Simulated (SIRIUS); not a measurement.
Runs of SIRIUS 7.12.0 on Ta. Symmetry: Im-3m, No. 229, cubic system. Conventional cell: a = 3.303 Å, b = 3.303 Å, c = 3.303 Å, α = 90.00°, β = 90.00°, γ = 90.00°. Around Ta (site symmetry m-3m) lie 8 Ta at 2.86 Å. 

| level | V0 of scaled cells (Å³/atom) | B0 (GPa) |
| --- | --- | --- |
| PBEsol | 17.61 | 211 |
| RPBE | 18.57 | 183 |
| WC | (a) | 211 |
| AM05 | 17.55 | 210 |
| PW91 | 18.20 | (c) |
| LDA | 17.19 | 226 |
| revPBE | (b) | 186 |
| BLYP | 18.81 | 183 |

Alike in all rows: task equation of state; potentials or basis all-electron FP-LAPW, apw+lo standard; no spin polarisation; cell as given; k mesh 11 × 11 × 11; cutoff (eV) 170; smearing fermi-dirac 0.05 eV.

**Question.** Fill in the values left out.

**Answer.** (a) 17.70; (b) 18.47; (c) 195.

Runs at the PBE level aren't shown here.
